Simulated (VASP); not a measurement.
# HfN (P6_3/mmc) in VASP: a series of runs

One crystal, HfN, is run at these levels: PBE; tasks: single point.

Everything below comes from runs of VASP 6.6.1. Logs are shortened: lines on timing, memory, paths and dates and some standing lists are left out, and cuts for length are marked.

## 1. Starting point

Symmetry: P6_3/mmc, No. 194, hexagonal system. The conventional cell has a = 3.134 Å, b = 3.134 Å, c = 5.417 Å, α = 90.00°, β = 90.00°, γ = 120.00°. Hf (site symmetry -6m2) has 6 N at 2.26 Å as nearest neighbours. N (site symmetry -3m) is surrounded by 6 Hf at 2.26 Å.

The cell comes from a database or a generator and needn't be the stable form of this composition.

## 2. Single point, PBE

The input, INCAR:

```
  ADDGRID = F
  ALGO = Normal
  EDIFF = 1E-5
  ENCUT = 460
  GGA = PE
  ISIF = 2
  ISMEAR = 0
  LASPH = T
  LCHARG = F
  LREAL = F
  LWAVE = F
  NELM = 100
  PREC = Accurate
  SIGMA = 0.05
```

The input, KPOINTS:

```
k-points
0
Gamma
  5 5 3
```

The input, POSCAR:

```
HfN
1.0
    3.1339080219      0.0000000000      0.0000000000
   -1.5669540110      2.7140439601      0.0000000000
    0.0000000000      0.0000000000      5.4167677200
Hf N
2 2
Direct
    0.3333333333      0.6666666667      0.2500000000
    0.6666666667      0.3333333333      0.7500000000
    0.0000000000      0.0000000000      0.5000000000
    0.0000000000      0.0000000000      0.0000000000
```

Potentials or basis: VASP PAW PBE potentials, release 64 (Hf_pv, N).

Command:

```bash
> cat potpaw_PBE.64/Hf_pv/POTCAR potpaw_PBE.64/N/POTCAR > POTCAR
> mpirun -np 1 vasp_std > vasp.out
```

OUTCAR:

```text
EDIFF = 1E-5
   ENCUT = 460
   GGA = PE
   ISIF = 2
   ISMEAR = 0
   LASPH = T
   LREAL = F
   NELM = 100
   PREC = Accurate

 Found     10 irreducible k-points:

 Following reciprocal coordinates:
            Coordinates               Weight
  0.000000  0.000000  0.000000      1.000000
  0.200000 -0.000000  0.000000      6.000000
  0.400000  0.000000  0.000000      6.000000
  0.200000  0.200000  0.000000      6.000000
  0.400000  0.200000  0.000000      6.000000
  0.000000  0.000000  0.333333      2.000000
   k-points           NKPTS =     10   k-points in BZ     NKDIM =     10   number of bands    NBANDS=     19
   number of dos      NEDOS =    301   number of ions     NIONS =      4
   total plane-waves  NPLWV =  23040
   dimension x,y,z NGX =    24 NGY =   24 NGZ =   40
   dimension x,y,z NGXF=    48 NGYF=   48 NGZF=   80
   ions per type =               2   2
   NGX,Y,Z   is equivalent  to a cutoff of  12.73, 12.73, 12.28 a.u.
   NGXF,Y,Z  is equivalent  to a cutoff of  25.46, 25.46, 24.55 a.u.
 SYSTEM =  unknown system
   PREC   = accura    normal or accurate (medium, high low for compatibility)
   ISTART =      0    job   : 0-new  1-cont  2-samecut
   ICHARG =      2    charge: 1-file 2-atom 10-const
   ISPIN  =      1    spin polarized calculation?
   LNONCOLLINEAR =      F non collinear calculations
   LSORBIT =      F    spin-orbit coupling
   LASPH  =      T    aspherical Exc in radial PAW
   ENCUT  =  460.0 eV  33.81 Ry    5.81 a.u.   5.48  5.48  9.47*2*pi/ulx,y,z
   NELM   =    100;   NELMIN=  2; NELMDL= -5     # of ELM steps
   EDIFF  = 0.1E-04   stopping-criterion for ELM
   LREAL  =      F    real-space projection
   EDIFFG = 0.1E-03   stopping-criterion for IOM
   NSW    =      0    number of steps for IOM
   IBRION =     -1    ionic relax: 0-MD 1-quasi-New 2-CG
   NFREE  =      0    steps in history (QN), initial steepest desc. (CG)
   ISIF   =      2    stress and relaxation
   ISYM   =      2    0-nonsym 1-usesym 2-fastsym
   POTIM  = 0.5000    time-step for ionic-motion
   TEBEG  =    0.0;   TEEND  =   0.0 temperature during run
   PSTRESS=    0.0 pullay stress
   NELECT =      30.0000    total number of electrons
   NUPDOWN=      -1.0000    fix difference up-down
   EMIN   =  10.00;   EMAX   =-10.00  energy-range for DOS
   EFERMI =   0.00;   METHOD = LEGACY
   ISMEAR =     0;   SIGMA  =   0.05  broadening in eV -4-tet -1-fermi 0-gaus
   EFERMI_NEDOS =   21; number of points for ismear=-14 and -15
   IALGO  =     38    algorithm
   IMIX   =      4    mixing-type and parameters
     AMIX     =   0.40;   BMIX     =  1.00
     AMIX_MAG =   1.60;   BMIX_MAG =  1.00
  volume/ion in A,a.u.               =      11.52        77.73
  Fermi-wavevector in a.u.,A,eV,Ry     =   1.418951  2.681429 27.394278  2.013423
  Thomas-Fermi vector in A             =   2.540023
   LORBIT       =      0    0 simple, 1 ext, 2 COOP (PROOUT), +10 PAW based schemes
   GGA     = PE    functional components
   LHFCALC =     F    Hartree Fock is set to
   AEXX    =    0.0000 exact exchange contribution
   IVDW    =     0    specifies the selected vdW correction
   LEPSILON=     F    determine dielectric tensor
   LRPA    =     F    only Hartree local field effects (RPA)
 non-spin polarized calculation
 Gauss-broadening in eV      SIGMA  =   0.05
  energy-cutoff  :      460.00
  volume of cell :       46.07
 maximum number of plane-waves:      1057
 NGX is ok and might be reduce to    24
   NGX = 11   NGY = 11   NGZ = 19

 number of electron      30.0000001 magnetization

 Free energy of the ion-electron system (eV)
  ---------------------------------------------------
  ext. energy  EPLUGINS =         0.00000000
  ---------------------------------------------------
  free energy    TOTEN  =       -43.45358465 eV

  energy without entropy =      -43.45038638  energy(sigma->0) =      -43.45198552

 E-fermi :   8.3667     XC(G=0): -12.7438

 val. band max:        7.4243989508   @ k =   0.4000   0.2000   0.3333
 cond. band min:       8.4049449076   @ k =   0.4000   0.0000   0.3333
 fundamental gap:      0.9805459568
 Fermi energy:         8.3666828288

 k-point     1 :       0.0000    0.0000    0.0000
  band No.  band energies     occupation
      1     -23.7867      2.00000
      2     -22.9293      2.00000
      3     -22.8266      2.00000
      4     -22.8266      2.00000
      5     -22.7660      2.00000
      6     -22.7660      2.00000
[... 11 lines left out ...]
     18       8.9804      0.00000
     19       9.8062      0.00000

 k-point     2 :       0.2000   -0.0000    0.0000
  band No.  band energies     occupation
      1     -23.6531      2.00000
      2     -23.1401      2.00000
      3     -23.0452      2.00000
      4     -22.9453      2.00000
      5     -22.9153      2.00000
      6     -22.8022      2.00000
[... 11 lines left out ...]
     18      11.0265      0.00000
     19      11.0975      0.00000

 k-point     3 :       0.4000    0.0000    0.0000
  band No.  band energies     occupation
      1     -23.6293      2.00000
      2     -23.4468      2.00000
      3     -23.3786      2.00000
      4     -23.0404      2.00000
      5     -23.0247      2.00000
      6     -22.8754      2.00000
[... 11 lines left out ...]
     18      11.5719      0.00000
     19      12.4674      0.00000

 k-point     4 :       0.2000    0.2000    0.0000
  band No.  band energies     occupation
      1     -23.4461      2.00000
      2     -23.4452      2.00000
      3     -23.3481      2.00000
      4     -23.0422      2.00000
      5     -22.9958      2.00000
      6     -22.9663      2.00000
[... 11 lines left out ...]
     18      12.0957      0.00000
     19      12.2216      0.00000

 k-point     5 :       0.4000    0.2000    0.0000
  band No.  band energies     occupation
      1     -23.6260      2.00000
      2     -23.4234      2.00000
      3     -23.2489      2.00000
      4     -23.2190      2.00000
      5     -23.0923      2.00000
      6     -23.0755      2.00000
[... 11 lines left out ...]
     18      11.8948      0.00000
     19      12.4587      0.00000

 k-point     6 :       0.0000    0.0000    0.3333
  band No.  band energies     occupation
      1     -23.5867      2.00000
      2     -23.1591      2.00000
      3     -22.8114      2.00000
      4     -22.8114      2.00000
      5     -22.7812      2.00000
      6     -22.7812      2.00000
[... 11 lines left out ...]
     18      10.0530      0.00000
     19      10.1020      0.00000

 [... further k-points ...]

------------------------ aborting loop because EDIFF is reached ----------------------------------------

  FORCE on cell =-STRESS in cart. coord.  units (eV):
  Direction    XX          YY          ZZ          XY          YZ          ZX
  --------------------------------------------------------------------------------------
  -------------------------------------------------------------------------------------
  Total        0.9922075      0.9922075      0.7584202     -0.0000000     -0.0000000     -0.0000000
  in kB       34.5040251     34.5040251     26.3740688     -0.0000000     -0.0000000     -0.0000000
  external PRESSURE =      31.7940397 kB  Pullay stress =       0.0000000 kB

 VOLUME and BASIS-vectors are now :
 -----------------------------------------------------------------------------
  energy-cutoff  :      460.00
  volume of cell :       46.07
      direct lattice vectors                 reciprocal lattice vectors
     3.133908022  0.000000000  0.000000000     0.319090411  0.184226935  0.000000000
    -1.566954011  2.714043960  0.000000000     0.000000000  0.368453870  0.000000000
     0.000000000  0.000000000  5.416767720     0.000000000  0.000000000  0.184611940

 POSITION                                       TOTAL-FORCE (eV/Angst)
 -----------------------------------------------------------------------------------
     -0.00000      1.80936      1.35419         0.000000      0.000000      0.000000
      1.56695      0.90468      4.06258        -0.000000     -0.000000      0.000000
      0.00000      0.00000      2.70838         0.000000      0.000000      0.000000
      0.00000      0.00000      0.00000         0.000000      0.000000      0.000000
 -----------------------------------------------------------------------------------
    total drift:                                0.000000     -0.000000      0.000000

  FREE ENERGIE OF THE ION-ELECTRON SYSTEM (eV)
  ---------------------------------------------------
  free  energy   TOTEN  =       -43.4535846526 eV

  energy  without entropy=      -43.4503863849  energy(sigma->0) =      -43.45198552
```

OSZICAR:

```text
N       E                     dE             d eps       ncg     rms          rms(c)
DAV:   1     0.112927656056E+03    0.11293E+03   -0.16269E+04   388   0.144E+03
DAV:   2    -0.442919321118E+02   -0.15722E+03   -0.15185E+03   497   0.326E+02
DAV:   3    -0.495263684573E+02   -0.52344E+01   -0.52006E+01   448   0.517E+01
DAV:   4    -0.496090254066E+02   -0.82657E-01   -0.82148E-01   520   0.592E+00
DAV:   5    -0.496107663026E+02   -0.17409E-02   -0.17360E-02   473   0.535E-01    0.737E+01
DAV:   6    -0.435984536567E+02    0.60123E+01   -0.38009E+01   422   0.320E+01    0.588E+01
DAV:   7    -0.434811715754E+02    0.11728E+00   -0.23272E+00   428   0.107E+01    0.251E+01
DAV:   8    -0.434616334367E+02    0.19538E-01   -0.10788E-01   477   0.254E+00    0.352E+00
DAV:   9    -0.434546631910E+02    0.69702E-02   -0.48135E-02   436   0.130E+00    0.252E+00
DAV:  10    -0.434536737986E+02    0.98939E-03   -0.97126E-03   442   0.646E-01    0.520E-01
DAV:  11    -0.434535908704E+02    0.82928E-04   -0.50932E-04   448   0.176E-01    0.122E-01
DAV:  12    -0.434535846526E+02    0.62179E-05   -0.70619E-05   472   0.597E-02
   1 F= -.43453585E+02 E0= -.43451986E+02  d E =-.319827E-02
```

stdout:

```text
POSCAR found type information on POSCAR HfN
 POSCAR found :  2 types and       4 ions
 scaLAPACK will be used
 LDA part: xc-table for (Slater+PW92), standard interpolation
 POSCAR, INCAR and KPOINTS ok, starting setup
 FFT: planning ... GRIDC
 FFT: planning ... GRID_SOFT
 FFT: planning ... GRID
 WAVECAR not read
 entering main loop
```

It used 7.4 s of CPU time on 1 thread of Intel(R) Xeon(R) Platinum 8488C (Sapphire Rapids), with other jobs on the host, which was overloaded at the time.

These settings aren't checked as converged: the numbers below hold their error.

What came out:

```yaml
Free_energy: -43.4536 eV
Pressure: 3.2 GPa
Band_gap_on_the_k_mesh: none (metal or under the smearing width)
```

Caveat: the k mesh is coarse (spacing up to 0.46 Å⁻¹), so the values aren't converged; the cutoff is under 1.25 times the usual one of these potentials, so pressure, stress and relaxed cells hold a basis-set (Pulay) error.

## 3. Single point, PBE

INCAR, as its differences from that of step 2:

```diff
@@ -1,4 +1,4 @@
-  ADDGRID = F
+  ADDGRID = T
   ALGO = Normal
-  EDIFF = 1E-5
+  EDIFF = 1E-6
   ENCUT = 460
```

KPOINTS is that of step 2.

POSCAR is that of step 2.

Potentials or basis: VASP PAW PBE potentials, release 64 (Hf_pv, N).

Command:

```bash
> cat potpaw_PBE.64/Hf_pv/POTCAR potpaw_PBE.64/N/POTCAR > POTCAR
> mpirun -np 1 vasp_std > vasp.out
```

OUTCAR:

```text
EDIFF = 1E-6
   ENCUT = 460
   GGA = PE
   ISIF = 2
   ISMEAR = 0
   LASPH = T
   LREAL = F
   NELM = 100
   PREC = Accurate

 Found     10 irreducible k-points:

 Following reciprocal coordinates:
            Coordinates               Weight
  0.000000  0.000000  0.000000      1.000000
  0.200000 -0.000000  0.000000      6.000000
[... 214 lines left out ...]

  FORCE on cell =-STRESS in cart. coord.  units (eV):
  Direction    XX          YY          ZZ          XY          YZ          ZX
  --------------------------------------------------------------------------------------
  -------------------------------------------------------------------------------------
  Total        0.9746062      0.9746062      0.7413242     -0.0000000      0.0000000     -0.0000000
  in kB       33.8919403     33.8919403     25.7795543     -0.0000000      0.0000000     -0.0000000
  external PRESSURE =      31.1878116 kB  Pullay stress =       0.0000000 kB

 VOLUME and BASIS-vectors are now :
 -----------------------------------------------------------------------------
  energy-cutoff  :      460.00
  volume of cell :       46.07
      direct lattice vectors                 reciprocal lattice vectors
     3.133908022  0.000000000  0.000000000     0.319090411  0.184226935  0.000000000
    -1.566954011  2.714043960  0.000000000     0.000000000  0.368453870  0.000000000
     0.000000000  0.000000000  5.416767720     0.000000000  0.000000000  0.184611940

 POSITION                                       TOTAL-FORCE (eV/Angst)
 -----------------------------------------------------------------------------------
     -0.00000      1.80936      1.35419         0.000000      0.000000      0.000000
      1.56695      0.90468      4.06258        -0.000000     -0.000000      0.000000
      0.00000      0.00000      2.70838        -0.000000      0.000000      0.000000
      0.00000      0.00000      0.00000        -0.000000      0.000000      0.000000
 -----------------------------------------------------------------------------------
    total drift:                                0.000000     -0.000000      0.000000

  FREE ENERGIE OF THE ION-ELECTRON SYSTEM (eV)
  ---------------------------------------------------
  free  energy   TOTEN  =       -43.4535805804 eV

  energy  without entropy=      -43.4503846494  energy(sigma->0) =      -43.45198261
```

Run time: 26 s. Hardware: 1 thread of Intel Xeon Platinum 8488C (Sapphire Rapids), shared host; peak memory 0.23 GiB.

These settings aren't checked as converged: the numbers below hold their error.

Results:

- Free energy: -43.4536 eV
- Pressure: 3.1 GPa
- Band gap on the k mesh: none (metal or under the smearing width)

Caveat: the k mesh is coarse (spacing up to 0.46 Å⁻¹), so the values aren't converged; the cutoff is under 1.25 times the usual one of these potentials, so pressure, stress and relaxed cells hold a basis-set (Pulay) error.

## 4. The reference run

An earlier run on the cell as given: functional PBEsol; potentials or basis VASP PAW PBE potentials, release 64 (Hf_pv, N); cutoff 520 eV; k mesh 10 × 10 × 5; occupations fermi-dirac, width 0.05 eV; no spin polarisation.

* Pressure: -4.5 GPa
* Band gap on the k mesh: none (metal or under the smearing width)
